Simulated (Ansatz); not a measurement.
# GaN (F-43m) in Ansatz: a series of runs

One crystal, GaN, is run at these levels: PBE, RPBE; tasks: single point.

Everything below comes from runs of Ansatz 0.2.0. Logs are shortened: lines on timing, memory, paths and dates and some standing lists are left out, and cuts for length are marked.

**Experimental background.**

From a printed reference work, textbook, for a bulk crystal of GaN at 0 K: band gap 3.299 eV (direct).

The results are compared with them further down.

### Step 1. The structure

It takes space group F-43m (No. 216, cubic). Conventional cell: a = 4.507 Å, b = 4.507 Å, c = 4.507 Å, α = 90.00°, β = 90.00°, γ = 90.00°. Around Ga (site symmetry -43m) lie 4 N at 1.95 Å. N (site symmetry -43m) is surrounded by 4 Ga at 1.95 Å.

The cell is a database's computed one.

### Step 2. Single point, PBE

Input file input.yaml:

```yaml
crystal:
  lattice:
    - [0.0, 2.2535006075, 2.2535006075]
    - [2.2535006075, 0.0, 2.2535006075]
    - [2.2535006075, 2.2535006075, 0.0]
  atoms:
    - { symbol: Ga, position: [0.0, 0.0, 0.0] }
    - { symbol: "N", position: [0.25, 0.25, 0.25] }
hamiltonian:
  xc: pbe
  pseudopotentials: { kind: paw }
kpoints:
  mp_grid: { grid: [10, 10, 10] }
scf:
  occupations: { method: gaussian, width: 0.05 }
output:
  forces: true
  stress: true
  eigenvalues: true
```

Potentials or basis: Ansatz PAW.

The run is started by

```
ansatz run input.yaml --threads 2 --pin off --max-ram 5632MiB --backend cpu --events-out ev --progress --plain --runs-dir out
```

The log of the run:

```text
Warning: RAYON_NUM_THREADS=2 ignored (pool sized by the plan → 2); use --threads N
Engine: ansatz 0.2.0, aarch64-unknown-linux-gnu
Pseudopotentials: kind: paw
Pseudopotential: Ga, paw, valence charge 13, recommended cutoff 420 eV (normal), Ga.paw.azcp
Pseudopotential: N, paw, valence charge 5, recommended cutoff 420 eV (normal), N.paw.azcp
Functional definition: PBE
  parameter kappa = 0.804
  parameter beta = 0.06672455060314922
  exchange = pbe_x(kappa = kappa, mu = beta*pi^2/3)
  correlation = pbe_c(beta = beta)
Crystal: 2 atoms, lattice volume = 22.888 Å³
Basis set: ecut = 420 eV, 459 PW (Γ), exchange–correlation on 48×48×48 points (8 copies of the dense FFT grid, shifted against one another)
Bands: 13, of which v1, the nominal top of the filled ones, is band 9 counted from 1 (8 counted from 0)
Symmetry: 24 space group operations
Space group: F-43m (ITA 216), of the structure as read, at distance tolerance 2.8e-5 Å
k-points: 47 of 1000 (time reversal used)
Non-local potential: Ga, projectors of the file, l = 0: 2, l = 1: 2, l = 2: 3, l = 3: 1
Non-local potential: N, projectors of the file, l = 0: 2, l = 1: 2, l = 2: 1
PAW form: soft (Blöchl's): semilocal exchange-correlation on the pseudo side does not see the compensation charge
PAW one-centre angular grid: Ga, 590 points (default); XC on 64 Gauss nodes
PAW one-centre angular grid: N, 110 points (default); XC on 64 Gauss nodes
Initial density: superposition of atomic densities (neutral atoms: chi_scale 0, normalization atom), corrected by the library's trained network
Initial wavefunctions: pseudopotential atomic-orbital guess
Functional: x = pbe(κ = 0.804, μ = 0.2195149727645171), c = pbe(β = 0.06672455060314922)
SCF iter   1: F=—  HF=-4167.897806 eV  |F-HF|=—  |Δ(HF+E_count)|=         —  Δρ=6.26e-4  dr2=3.04e-5  ethr=1.77e-3  ⟨swp⟩=5.0  Hψ=3172  notcnv=0
preconditioner: auto → none  [insulator: Δε(μ)=1.714 eV  Ē_g=18.752 eV  σ=0.050 eV  W_gap=1.00  n_scr=8 (ndim 8)  ℏωp=32.9 eV  f_vac=0.001  D(μ)=0.00/eV (n_scr^D=0)  ε∞_Penn≈4.1]
SCF iter   2: F=—  HF=-4167.898092 eV  |F-HF|=—  |Δ(HF+E_count)|=   2.87e-4  Δρ=3.42e-4  dr2=9.50e-6  ethr=1.69e-7  ⟨swp⟩=2.7  Hψ=1468  notcnv=0
SCF iter   3: F=—  HF=-4167.898135 eV  |F-HF|=—  |Δ(HF+E_count)|=   4.27e-5  Δρ=1.24e-4  dr2=1.23e-6  ethr=5.28e-8  ⟨swp⟩=2.0  Hψ=1003  notcnv=0
SCF iter   4: F=—  HF=-4167.898142 eV  |F-HF|=—  |Δ(HF+E_count)|=   6.90e-6  Δρ=2.37e-5  dr2=9.66e-8  ethr=6.86e-9  ⟨swp⟩=2.0  Hψ=1034  notcnv=0
iter 5 did not close the SCF: its close was put off for the readings that it lacked (scf_convergence_deferred on its scf_iter line)
SCF iter   5: F=-4167.898142 eV  HF=-4167.898142 eV  |F-HF|=6.88e-9  |Δ(HF+E_count)|=   1.83e-8  Δρ=1.03e-5  dr2=9.18e-9  ethr=5.37e-10  ⟨swp⟩=2.0  Hψ=1034  notcnv=0
SCF iter   6: F=-4167.898142 eV  HF=-4167.898142 eV  |F-HF|=7.82e-11  |Δ(HF+E_count)|=   9.42e-9  Δρ=1.70e-6  dr2=2.55e-10  ethr=5.10e-11  ⟨swp⟩=1.4  Hψ=1910  notcnv=0
SCF 1 converged in 6 iterations: F = -4167.898142 eV  dr2 = 2.55e-10
SCF converged after 6 iterations
Free energy (F): -4167.898142 eV
Harris-Foulkes:  -4167.898142 eV  (|F-HF|=7.82e-11)
Internal energy: -4167.898142 eV  (E = F + TS)
E sigma→0 (E₀):  -4167.898142 eV
Fermi energy:    10.509096 eV
--- Per-component energies (eV) ---
  E_band       = -5.647262
  E_kinetic    = 247.130783
  E_local      = -1949.939510  (includes V_loc(G=0)·N_el)
  E_nonlocal   = 474.306677
  E_hartree    = 897.107986
  E_xc         = -128.820136
  E_vxc        = -134.163832  (∫ρ·V_xc dr)
  E_paw        = -2120.249126  (= ΣΔE_a)
  E_vpaw       = -437.196873  (= ΣTr[D̂ρ^β])
  E_aug_tail   = 0.000139  (compensation charges beyond the density's cutoff)
  E_ewald      = -1587.434954
  E_smearing   = -0.000000  (= −TS)
  E_closure    = -0.000000  (closes the sum)
  Σ components = -4167.898142   (vs F -4167.898142, Δ=0.00e0)
--- Forces (eV/Å), atoms counted from 1 ---
  atom   1  Ga     0.00000000    -0.00000000    -0.00000000
  atom   2  N     -0.00000000    -0.00000000     0.00000000
  max |Σ_I F_I| component: 3.70e-17 eV/Å
--- Stress (GPa, compression-positive) ---
        5.026842       0.000000      -0.000000
        0.000000       5.026842       0.000000
       -0.000000       0.000000       5.026842
  P = ⅓ Tr σ = 5.0268 GPa (50.268 kbar)
--- Band table (eV; the first three rows and the last of 47) ---
  k-point 0: bands = ["-6.2813", "-3.8373", "-3.8373", "-3.8373", "-3.5203", "-3.5203", "9.6498", "9.6498", "9.6498", "11.3667", "19.9613", "19.9613", "19.9613"]
  k-point 1: bands = ["-6.1723", "-3.8238", "-3.8238", "-3.7975", "-3.5216", "-3.5216", "8.5499", "9.5440", "9.5440", "12.2259", "19.4633", "20.1242", "20.1242"]
  k-point 2: bands = ["-5.8994", "-3.7925", "-3.7925", "-3.6314", "-3.5204", "-3.5204", "6.7404", "9.2814", "9.2814", "13.3060", "18.6829", "20.3847", "20.3847"]
  k-point 46: bands = ["-5.2274", "-3.6972", "-3.6533", "-3.5229", "-3.4936", "-1.5720", "3.9009", "6.0621", "6.0913", "15.4783", "17.8458", "20.3681", "20.8404"]
```

Wall time 0.89 s (2 threads of Arm Neoverse V1, shared host); peak memory 0.28 GiB.

Results:

* Free energy: -4167.8981 eV
* Pressure: 5.0 GPa
* Band gap on the k mesh: 1.72 eV, direct

Caveat: the pressure holds a Pulay correction of +0.5 GPa for the finite cutoff.

### Step 3. Single point, RPBE

input.yaml: that of step 2 with these lines changed.

```diff
@@ -9,3 +9,3 @@
 hamiltonian:
-  xc: pbe
+  xc: rpbe
   pseudopotentials: { kind: paw }
```

Potentials or basis: Ansatz PAW.

The run is started by

```
ansatz run input.yaml --threads 2 --pin off --max-ram 5632MiB --backend cpu --events-out ev --progress --plain --runs-dir out
```

The log of the run:

```text
Warning: RAYON_NUM_THREADS=2 ignored (pool sized by the plan → 2); use --threads N
[... 4 set-up lines as earlier in the session ...]
Functional definition: RPBE
[... 2 set-up lines as earlier in the session ...]
  exchange = rpbe_x(kappa = kappa, mu = beta*pi^2/3)
[... 1 set-up line as earlier in the session ...]
Crystal: 2 atoms, lattice volume = 22.888 Å³
Basis set: ecut = 420 eV, 459 PW (Γ), exchange–correlation on 48×48×48 points (8 copies of the dense FFT grid, shifted against one another)
Bands: 13, of which v1, the nominal top of the filled ones, is band 9 counted from 1 (8 counted from 0)
[... 2 set-up lines as earlier in the session ...]
k-points: 47 of 1000 (time reversal used)
[... 3 set-up lines as earlier in the session ...]
PAW frozen core: Ga, regenerated for the run's functional, and the local potential with it (the file was generated under x = pbe(κ = 0.804, μ = 0.2195149727645171), c = pbe(β = 0.06672455060314922))
PAW frozen core: N, regenerated for the run's functional, and the local potential with it (the file was generated under x = pbe(κ = 0.804, μ = 0.2195149727645171), c = pbe(β = 0.06672455060314922))
[... 2 set-up lines as earlier in the session ...]
[... 11 lines left out ...]
SCF 1 converged in 6 iterations: F = -4174.914374 eV  dr2 = 1.84e-10
SCF converged after 6 iterations
Free energy (F): -4174.914374 eV
Harris-Foulkes:  -4174.914374 eV  (|F-HF|=4.62e-10)
Internal energy: -4174.914374 eV  (E = F + TS)
E sigma→0 (E₀):  -4174.914374 eV
Fermi energy:    10.665179 eV
--- Per-component energies (eV) ---
  E_band       = -3.131259
  E_kinetic    = 247.239006
  E_local      = -1949.712929  (includes V_loc(G=0)·N_el)
  E_nonlocal   = 473.452282
  E_hartree    = 897.810245
  E_xc         = -129.076032
  E_vxc        = -134.111159  (∫ρ·V_xc dr)
  E_paw        = -2127.049776  (= ΣΔE_a)
  E_vpaw       = -435.618990  (= ΣTr[D̂ρ^β])
  E_aug_tail   = 0.000143  (compensation charges beyond the density's cutoff)
  E_ewald      = -1587.434954
  E_core_change = -0.142360  (= ΣΔE_core)
  E_smearing   = -0.000000  (= −TS)
  E_closure    = 0.000000  (closes the sum)
  Σ components = -4174.914374   (vs F -4174.914374, Δ=0.00e0)
--- Forces (eV/Å), atoms counted from 1 ---
  atom   1  Ga     0.00000000    -0.00000000    -0.00000000
  atom   2  N     -0.00000000     0.00000000    -0.00000000
  max |Σ_I F_I| component: 2.31e-17 eV/Å
--- Stress (GPa, compression-positive) ---
        9.174442       0.000000      -0.000000
        0.000000       9.174442       0.000000
       -0.000000       0.000000       9.174442
  P = ⅓ Tr σ = 9.1744 GPa (91.744 kbar)
--- Band table (eV; the first three rows and the last of 47) ---
  k-point 0: bands = ["-6.1833", "-3.6920", "-3.6920", "-3.6920", "-3.3752", "-3.3752", "9.7872", "9.7872", "9.7872", "11.5416", "20.1720", "20.1720", "20.1720"]
  k-point 1: bands = ["-6.0753", "-3.6785", "-3.6785", "-3.6521", "-3.3764", "-3.3764", "8.6922", "9.6818", "9.6818", "12.3999", "19.6823", "20.3350", "20.3350"]
  k-point 2: bands = ["-5.8046", "-3.6472", "-3.6472", "-3.4869", "-3.3752", "-3.3752", "6.8863", "9.4205", "9.4205", "13.4891", "18.9089", "20.5945", "20.5945"]
  k-point 46: bands = ["-5.1249", "-3.5508", "-3.5075", "-3.3780", "-3.3485", "-1.4737", "4.0729", "6.2185", "6.2494", "15.6715", "18.0666", "20.5695", "21.0996"]
```

Run time: 0.97 s. Hardware: 2 threads of Arm Neoverse V1, shared host; peak memory 0.28 GiB.

Results:

```yaml
Free_energy: -4174.9144 eV
Pressure: 9.2 GPa
Band_gap_on_the_k_mesh: 1.75 eV, direct
```

Caveat: the pressure holds a Pulay correction of +0.5 GPa for the finite cutoff; the PAW data sets come from PBE, with cores solved anew for the run's functional, which leaves a small shift of forces and pressure.

### Step 4. Comparison with measurements

Step 2. Against the measured gap of GaN, 3.299 eV (direct; 0 K; a printed reference work, textbook), the calculated 1.72 eV is off by -1.58 eV. Spin-orbit coupling on Ga is left out. The value is that of PBE, without temperature or zero-point motion. Semilocal functionals fall short of measured gaps as a rule. The cell is a database's relaxed one, not the measured one, which moves gaps too.

Step 3. A measured gap of GaN is 3.299 eV (direct; 0 K; a printed reference work, textbook); the calculated 1.75 eV misses it by -1.54 eV. Spin-orbit coupling on Ga is left out. The value is that of RPBE, without temperature or zero-point motion. Semilocal functionals fall short of measured gaps as a rule. The cell is a database's relaxed one, not the measured one, which moves gaps too.
